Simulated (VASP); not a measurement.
# MgS (F-43m) in VASP: further runs

One crystal, MgS, is run at these levels: LDA; tasks: single point.

Program: VASP 6.6.1. These are calculated values, not measurements. Logs are shortened: lines on timing, memory, paths and dates and some standing lists are left out, and cuts for length are marked.

### Step 1. The crystal as given

It takes space group F-43m (No. 216, cubic). Conventional cell: a = 5.666 Å, b = 5.666 Å, c = 5.666 Å, α = 90.00°, β = 90.00°, γ = 90.00°. S (site symmetry -43m) has 4 Mg at 2.45 Å as nearest neighbours. Mg (site symmetry -43m) is surrounded by 4 S at 2.45 Å.

The cell comes from a database or a generator and needn't be the stable form of this composition.

### Step 2. Single point, LDA

Input file INCAR:

```
  ADDGRID = True
  ALGO = Normal
  EDIFF = 1E-6
  ENCUT = 450
  GGA = CA
  ISIF = 2
  ISMEAR = 0
  LASPH = True
  LCHARG = False
  LREAL = False
  LWAVE = False
  NELM = 100
  PREC = Accurate
  SIGMA = 0.05
```

Input file KPOINTS:

```
k-points
0
Gamma
  5 5 5
```

Input file POSCAR:

```
MgS
1.0
    0.0000000000      2.8331200468      2.8331200468
    2.8331200468      0.0000000000      2.8331200468
    2.8331200468      2.8331200468      0.0000000000
S Mg
1 1
Direct
    0.2346630000      0.2748010000      0.2357280000
   -0.0216520000      0.0237760000     -0.0317750000
```

Potentials or basis: VASP PAW LDA potentials, release 64 (S, Mg).

The run is started by

```sh
> cat potpaw_LDA.64/S/POTCAR potpaw_LDA.64/Mg/POTCAR > POTCAR
> mpirun -np 1 vasp_std > vasp.out
```

OUTCAR:

```text
EDIFF = 1E-6
   ENCUT = 450
   GGA = CA
   ISIF = 2
   ISMEAR = 0
   LASPH = True
   LREAL = False
   NELM = 100
   PREC = Accurate

 Found     63 irreducible k-points:

 Following reciprocal coordinates:
            Coordinates               Weight
  0.000000  0.000000  0.000000      1.000000
  0.200000  0.000000  0.000000      2.000000
  0.000000  0.200000  0.000000      2.000000
  0.000000  0.000000  0.200000      2.000000
  0.200000  0.200000  0.200000      2.000000
  0.400000  0.000000  0.000000      2.000000
   k-points           NKPTS =     63   k-points in BZ     NKDIM =     63   number of bands    NBANDS=      8
   number of dos      NEDOS =    301   number of ions     NIONS =      2
   total plane-waves  NPLWV =  21952
   dimension x,y,z NGX =    28 NGY =   28 NGZ =   28
   dimension x,y,z NGXF=    56 NGYF=   56 NGZF=   56
   ions per type =               1   1
   NGX,Y,Z   is equivalent  to a cutoff of  11.62, 11.62, 11.62 a.u.
   NGXF,Y,Z  is equivalent  to a cutoff of  23.24, 23.24, 23.24 a.u.
 SYSTEM =  unknown system
   PREC   = accura    normal or accurate (medium, high low for compatibility)
   ISTART =      0    job   : 0-new  1-cont  2-samecut
   ICHARG =      2    charge: 1-file 2-atom 10-const
   ISPIN  =      1    spin polarized calculation?
   LNONCOLLINEAR =      F non collinear calculations
   LSORBIT =      F    spin-orbit coupling
   LASPH  =      T    aspherical Exc in radial PAW
   ENCUT  =  450.0 eV  33.07 Ry    5.75 a.u.   6.93  6.93  6.93*2*pi/ulx,y,z
   NELM   =    100;   NELMIN=  2; NELMDL= -5     # of ELM steps
   EDIFF  = 0.1E-05   stopping-criterion for ELM
   LREAL  =      F    real-space projection
   EDIFFG = 0.1E-04   stopping-criterion for IOM
   NSW    =      0    number of steps for IOM
   IBRION =     -1    ionic relax: 0-MD 1-quasi-New 2-CG
   NFREE  =      0    steps in history (QN), initial steepest desc. (CG)
   ISIF   =      2    stress and relaxation
   ISYM   =      2    0-nonsym 1-usesym 2-fastsym
   POTIM  = 0.5000    time-step for ionic-motion
   TEBEG  =    0.0;   TEEND  =   0.0 temperature during run
   PSTRESS=    0.0 pullay stress
   NELECT =       8.0000    total number of electrons
   NUPDOWN=      -1.0000    fix difference up-down
   EMIN   =  10.00;   EMAX   =-10.00  energy-range for DOS
   EFERMI =   0.00;   METHOD = LEGACY
   ISMEAR =     0;   SIGMA  =   0.05  broadening in eV -4-tet -1-fermi 0-gaus
   EFERMI_NEDOS =   21; number of points for ismear=-14 and -15
   IALGO  =     38    algorithm
   IMIX   =      4    mixing-type and parameters
     AMIX     =   0.40;   BMIX     =  1.00
     AMIX_MAG =   1.60;   BMIX_MAG =  1.00
  volume/ion in A,a.u.               =      22.74       153.46
  Fermi-wavevector in a.u.,A,eV,Ry     =   0.917269  1.733386 11.447692  0.841382
  Thomas-Fermi vector in A             =   2.042218
   LORBIT       =      0    0 simple, 1 ext, 2 COOP (PROOUT), +10 PAW based schemes
   GGA     = CA    functional components
   LHFCALC =     F    Hartree Fock is set to
   AEXX    =    0.0000 exact exchange contribution
   IVDW    =     0    specifies the selected vdW correction
   LEPSILON=     F    determine dielectric tensor
   LRPA    =     F    only Hartree local field effects (RPA)
 non-spin polarized calculation
 Gauss-broadening in eV      SIGMA  =   0.05
  energy-cutoff  :      450.00
  volume of cell :       45.48
 maximum number of plane-waves:       990
   NGX = 13   NGY = 13   NGZ = 13

 number of electron       8.0000000 magnetization

 Free energy of the ion-electron system (eV)
  ---------------------------------------------------
  ext. energy  EPLUGINS =         0.00000000
  ---------------------------------------------------
  free energy    TOTEN  =        -9.35535928 eV

  energy without entropy =       -9.35535928  energy(sigma->0) =       -9.35535928

 E-fermi :   1.2366     XC(G=0):  -8.7514

 val. band max:        1.0022084961   @ k =   0.0000   0.0000   0.0000
 cond. band min:       4.0598663718   @ k =   0.0000   0.0000   0.0000
 fundamental gap:      3.0576578757
 Fermi energy:         1.2365920452

 k-point     1 :       0.0000    0.0000    0.0000
  band No.  band energies     occupation
      1     -10.3496      2.00000
      2       0.7842      2.00000
      3       0.8578      2.00000
      4       1.0022      2.00000
      5       4.0599      0.00000
      6       8.6349      0.00000
      7       8.6402      0.00000
      8       8.6611      0.00000

 k-point     2 :       0.2000    0.0000    0.0000
  band No.  band energies     occupation
      1     -10.1325      2.00000
      2      -0.5807      2.00000
      3       0.6858      2.00000
      4       0.8586      2.00000
      5       5.3278      0.00000
      6       8.3520      0.00000
      7       8.8745      0.00000
      8       9.0045      0.00000

 k-point     3 :       0.0000    0.2000    0.0000
  band No.  band energies     occupation
      1     -10.1331      2.00000
      2      -0.5608      2.00000
      3       0.6695      2.00000
      4       0.8510      2.00000
      5       5.3304      0.00000
      6       8.3507      0.00000
      7       8.8649      0.00000
      8       8.9931      0.00000

 k-point     4 :       0.0000    0.0000    0.2000
  band No.  band energies     occupation
      1     -10.1312      2.00000
      2      -0.6214      2.00000
      3       0.7301      2.00000
      4       0.8636      2.00000
      5       5.3225      0.00000
      6       8.3611      0.00000
      7       8.9138      0.00000
      8       9.0043      0.00000

 k-point     5 :       0.2000    0.2000    0.2000
  band No.  band energies     occupation
      1     -10.1362      2.00000
      2      -0.4621      2.00000
      3       0.6651      2.00000
      4       0.7361      2.00000
      5       5.3430      0.00000
      6       8.3692      0.00000
      7       8.8351      0.00000
      8       8.8972      0.00000

 k-point     6 :       0.4000    0.0000    0.0000
  band No.  band energies     occupation
      1      -9.7270      2.00000
      2      -2.1152      2.00000
      3       0.5069      2.00000
      4       0.6751      2.00000
      5       5.7638      0.00000
      6       8.3752      0.00000
      7       8.5580      0.00000
      8       9.0802      0.00000

 [... further k-points ...]

------------------------ aborting loop because EDIFF is reached ----------------------------------------

  FORCE on cell =-STRESS in cart. coord.  units (eV):
  Direction    XX          YY          ZZ          XY          YZ          ZX
  --------------------------------------------------------------------------------------
  -------------------------------------------------------------------------------------
  Total       -0.6643730     -0.6809450     -0.6425965     -0.0614043     -0.2704389     -0.3575201
  in kB      -23.4044077    -23.9882003    -22.6372665     -2.1631402     -9.5269712    -12.5946491
  external PRESSURE =     -23.3432915 kB  Pullay stress =       0.0000000 kB

 VOLUME and BASIS-vectors are now :
 -----------------------------------------------------------------------------
  energy-cutoff  :      450.00
  volume of cell :       45.48
      direct lattice vectors                 reciprocal lattice vectors
     0.000000000  2.833120047  2.833120047    -0.176483874  0.176483874  0.176483874
     2.833120047  0.000000000  2.833120047     0.176483874 -0.176483874  0.176483874
     2.833120047  2.833120047  0.000000000     0.176483874  0.176483874 -0.176483874

 POSITION                                       TOTAL-FORCE (eV/Angst)
 -----------------------------------------------------------------------------------
      1.44639      1.33267      1.44337        -0.256676     -0.341026     -0.046465
      2.81046      5.51487      2.83914         0.256676      0.341026      0.046465
 -----------------------------------------------------------------------------------
    total drift:                                0.000047      0.000063      0.000011

  FREE ENERGIE OF THE ION-ELECTRON SYSTEM (eV)
  ---------------------------------------------------
  free  energy   TOTEN  =        -9.3553592788 eV

  energy  without entropy=       -9.3553592788  energy(sigma->0) =       -9.35535928
```

Wall time 19 s (1 thread of Intel Xeon Platinum 8559C (Emerald Rapids), shared host); peak memory 0.22 GiB.

These settings aren't checked as converged: the numbers below hold their error.

Results:

```yaml
Free_energy: -9.3554 eV
Pressure: -2.3 GPa
Largest_force: 0.429 eV/Å
Band_gap_on_the_k_mesh: 3.06 eV, direct
```

### Step 3. Single point, LDA

INCAR, as its differences from that of step 2:

```diff
@@ -1,2 +1,2 @@
-  ADDGRID = True
+  ADDGRID = False
   ALGO = Normal
@@ -7,3 +7,3 @@
   ISMEAR = 0
-  LASPH = True
+  LASPH = False
   LCHARG = False
```

KPOINTS is that of step 2.

Input file POSCAR:

```
MgS
1.0
    0.0000000000      2.8331200468      2.8331200468
    2.8331200468      0.0000000000      2.8331200468
    2.8331200468      2.8331200468      0.0000000000
S Mg
1 1
Direct
    0.2500000000      0.2500000000      0.2500000000
    0.0000000000      0.0000000000      0.0000000000
```

Potentials or basis: VASP PAW LDA potentials, release 64 (S, Mg).

The run is started by

```sh
> cat potpaw_LDA.64/S/POTCAR potpaw_LDA.64/Mg/POTCAR > POTCAR
> mpirun -np 1 vasp_std > vasp.out
```

OUTCAR:

```text
EDIFF = 1E-6
   ENCUT = 450
   GGA = CA
   ISIF = 2
   ISMEAR = 0
   LASPH = False
   LREAL = False
   NELM = 100
   PREC = Accurate

 Found     10 irreducible k-points:

 Following reciprocal coordinates:
            Coordinates               Weight
  0.000000  0.000000  0.000000      1.000000
  0.200000  0.000000  0.000000      8.000000
  0.400000  0.000000  0.000000      8.000000
  0.200000  0.200000  0.000000      6.000000
  0.400000  0.200000  0.000000     24.000000
 -0.400000  0.200000  0.000000     24.000000
   k-points           NKPTS =     10   k-points in BZ     NKDIM =     10   number of bands    NBANDS=      8
   number of dos      NEDOS =    301   number of ions     NIONS =      2
   total plane-waves  NPLWV =  21952
   dimension x,y,z NGX =    28 NGY =   28 NGZ =   28
   dimension x,y,z NGXF=    56 NGYF=   56 NGZF=   56
   ions per type =               1   1
   NGX,Y,Z   is equivalent  to a cutoff of  11.62, 11.62, 11.62 a.u.
   NGXF,Y,Z  is equivalent  to a cutoff of  23.24, 23.24, 23.24 a.u.
 SYSTEM =  unknown system
   PREC   = accura    normal or accurate (medium, high low for compatibility)
   ISTART =      0    job   : 0-new  1-cont  2-samecut
   ICHARG =      2    charge: 1-file 2-atom 10-const
   ISPIN  =      1    spin polarized calculation?
   LNONCOLLINEAR =      F non collinear calculations
   LSORBIT =      F    spin-orbit coupling
   LASPH  =      F    aspherical Exc in radial PAW
   ENCUT  =  450.0 eV  33.07 Ry    5.75 a.u.   6.93  6.93  6.93*2*pi/ulx,y,z
   NELM   =    100;   NELMIN=  2; NELMDL= -5     # of ELM steps
   EDIFF  = 0.1E-05   stopping-criterion for ELM
   LREAL  =      F    real-space projection
   EDIFFG = 0.1E-04   stopping-criterion for IOM
   NSW    =      0    number of steps for IOM
   IBRION =     -1    ionic relax: 0-MD 1-quasi-New 2-CG
   NFREE  =      0    steps in history (QN), initial steepest desc. (CG)
   ISIF   =      2    stress and relaxation
   ISYM   =      2    0-nonsym 1-usesym 2-fastsym
   POTIM  = 0.5000    time-step for ionic-motion
   TEBEG  =    0.0;   TEEND  =   0.0 temperature during run
   PSTRESS=    0.0 pullay stress
   NELECT =       8.0000    total number of electrons
   NUPDOWN=      -1.0000    fix difference up-down
   EMIN   =  10.00;   EMAX   =-10.00  energy-range for DOS
   EFERMI =   0.00;   METHOD = LEGACY
   ISMEAR =     0;   SIGMA  =   0.05  broadening in eV -4-tet -1-fermi 0-gaus
   EFERMI_NEDOS =   21; number of points for ismear=-14 and -15
   IALGO  =     38    algorithm
   IMIX   =      4    mixing-type and parameters
     AMIX     =   0.40;   BMIX     =  1.00
     AMIX_MAG =   1.60;   BMIX_MAG =  1.00
  volume/ion in A,a.u.               =      22.74       153.46
  Fermi-wavevector in a.u.,A,eV,Ry     =   0.917269  1.733386 11.447692  0.841382
  Thomas-Fermi vector in A             =   2.042218
   LORBIT       =      0    0 simple, 1 ext, 2 COOP (PROOUT), +10 PAW based schemes
   GGA     = CA    functional components
   LHFCALC =     F    Hartree Fock is set to
   AEXX    =    0.0000 exact exchange contribution
   IVDW    =     0    specifies the selected vdW correction
   LEPSILON=     F    determine dielectric tensor
   LRPA    =     F    only Hartree local field effects (RPA)
 non-spin polarized calculation
 Gauss-broadening in eV      SIGMA  =   0.05
  energy-cutoff  :      450.00
  volume of cell :       45.48
 maximum number of plane-waves:       990
   NGX = 13   NGY = 13   NGZ = 13

 number of electron       8.0000001 magnetization

 Free energy of the ion-electron system (eV)
  ---------------------------------------------------
  ext. energy  EPLUGINS =         0.00000000
  ---------------------------------------------------
  free energy    TOTEN  =        -9.37467939 eV

  energy without entropy =       -9.37467939  energy(sigma->0) =       -9.37467939

 E-fermi :   1.1513     XC(G=0):  -8.7519

 val. band max:        0.8827704172   @ k =   0.0000   0.0000   0.0000
 cond. band min:       4.0638315457   @ k =   0.0000   0.0000   0.0000
 fundamental gap:      3.1810611285
 Fermi energy:         1.1513327320

 k-point     1 :       0.0000    0.0000    0.0000
  band No.  band energies     occupation
      1     -10.3478      2.00000
      2       0.8828      2.00000
      3       0.8828      2.00000
      4       0.8828      2.00000
      5       4.0638      0.00000
      6       8.6410      0.00000
      7       8.6410      0.00000
      8       8.6410      0.00000

 k-point     2 :       0.2000    0.0000    0.0000
  band No.  band energies     occupation
      1     -10.1314      2.00000
      2      -0.5540      2.00000
      3       0.7575      2.00000
      4       0.7575      2.00000
      5       5.3349      0.00000
      6       8.3672      0.00000
      7       8.9160      0.00000
      8       8.9160      0.00000

 k-point     3 :       0.4000    0.0000    0.0000
  band No.  band energies     occupation
      1      -9.7273      2.00000
      2      -2.0922      2.00000
      3       0.5775      2.00000
      4       0.5775      2.00000
      5       5.7663      0.00000
      6       8.4482      0.00000
      7       8.4482      0.00000
      8       9.0950      0.00000

 k-point     4 :       0.2000    0.2000    0.0000
  band No.  band energies     occupation
      1     -10.0599      2.00000
      2      -0.5014      2.00000
      3       0.4658      2.00000
      4       0.4658      2.00000
      5       5.7123      0.00000
      6       7.5081      0.00000
      7       9.1913      0.00000
      8       9.6649      0.00000

 k-point     5 :       0.4000    0.2000    0.0000
  band No.  band energies     occupation
      1      -9.7121      2.00000
      2      -1.6138      2.00000
      3       0.0182      2.00000
      4       0.2499      2.00000
      5       6.0914      0.00000
      6       7.5864      0.00000
      7       8.5912      0.00000
      8       9.7573      0.00000

 k-point     6 :      -0.4000    0.2000    0.0000
  band No.  band energies     occupation
      1      -9.5594      2.00000
      2      -1.9877      2.00000
      3      -0.4312      2.00000
      4       0.3720      2.00000
      5       6.5069      0.00000
      6       7.4668      0.00000
      7       9.2415      0.00000
      8       9.5430      0.00000

 [... further k-points ...]

------------------------ aborting loop because EDIFF is reached ----------------------------------------

  FORCE on cell =-STRESS in cart. coord.  units (eV):
  Direction    XX          YY          ZZ          XY          YZ          ZX
  --------------------------------------------------------------------------------------
  -------------------------------------------------------------------------------------
  Total       -0.7130753     -0.7130753     -0.7130753      0.0000000      0.0000000      0.0000000
  in kB      -25.1200823    -25.1200823    -25.1200823      0.0000000      0.0000000      0.0000000
  external PRESSURE =     -25.1200823 kB  Pullay stress =       0.0000000 kB

 VOLUME and BASIS-vectors are now :
 -----------------------------------------------------------------------------
  energy-cutoff  :      450.00
  volume of cell :       45.48
      direct lattice vectors                 reciprocal lattice vectors
     0.000000000  2.833120047  2.833120047    -0.176483874  0.176483874  0.176483874
     2.833120047  0.000000000  2.833120047     0.176483874 -0.176483874  0.176483874
     2.833120047  2.833120047  0.000000000     0.176483874  0.176483874 -0.176483874

 POSITION                                       TOTAL-FORCE (eV/Angst)
 -----------------------------------------------------------------------------------
      1.41656      1.41656      1.41656        -0.000000     -0.000000     -0.000000
      0.00000      0.00000      0.00000         0.000000      0.000000      0.000000
 -----------------------------------------------------------------------------------
    total drift:                                0.000000      0.000000      0.000000

  FREE ENERGIE OF THE ION-ELECTRON SYSTEM (eV)
  ---------------------------------------------------
  free  energy   TOTEN  =        -9.3746793934 eV

  energy  without entropy=       -9.3746793934  energy(sigma->0) =       -9.37467939
```

Run time: 7.8 s. Hardware: 1 thread of Intel Xeon Platinum 8559C (Emerald Rapids), shared host; peak memory 0.13 GiB.

The run converged, but some of its settings lie outside the range that counts as converged, so its numbers aren't taken as properties of the crystal.

Results:

```
Free energy            : -9.3747 eV
Pressure               : -2.5 GPa
Band gap on the k mesh : 3.18 eV, direct
```

### Step 4. Single point, LDA

INCAR is that of step 3.

KPOINTS is that of step 3.

Input file POSCAR:

```
MgS
1.0
    0.0000000000      2.8331200468      2.8331200468
    2.8331200468      0.0000000000      2.8331200468
    2.8331200468      2.8331200468      0.0000000000
S Mg
1 1
Direct
    0.2346630000      0.2748010000      0.2357280000
   -0.0216520000      0.0237760000     -0.0317750000
```

The run is started by

```sh
> cat potpaw_LDA.64/S/POTCAR potpaw_LDA.64/Mg/POTCAR > POTCAR
> mpirun -np 1 vasp_std > vasp.out
```

It used 7.1 s of CPU time on 1 thread of Intel(R) Xeon(R) Platinum 8559C (Emerald Rapids), on a shared host, which was overloaded at the time.

The run converged, but some of its settings lie outside the range that counts as converged, so its numbers aren't taken as properties of the crystal.

What came out:

* Free energy: -9.3554 eV
* Pressure: -2.3 GPa
* Largest force: 0.429 eV/Å
* Band gap on the k mesh: 3.06 eV, direct

### Step 5. The reference run

An earlier run on the cell as given: functional PBEsol; potentials or basis VASP PAW PBE potentials, release 64 (S, Mg); cutoff 520 eV; k mesh 8 × 8 × 8; occupations fermi-dirac, width 0.05 eV; no spin polarisation.

- Pressure: -0.5 GPa
- Band gap on the k mesh: 3.29 eV, direct
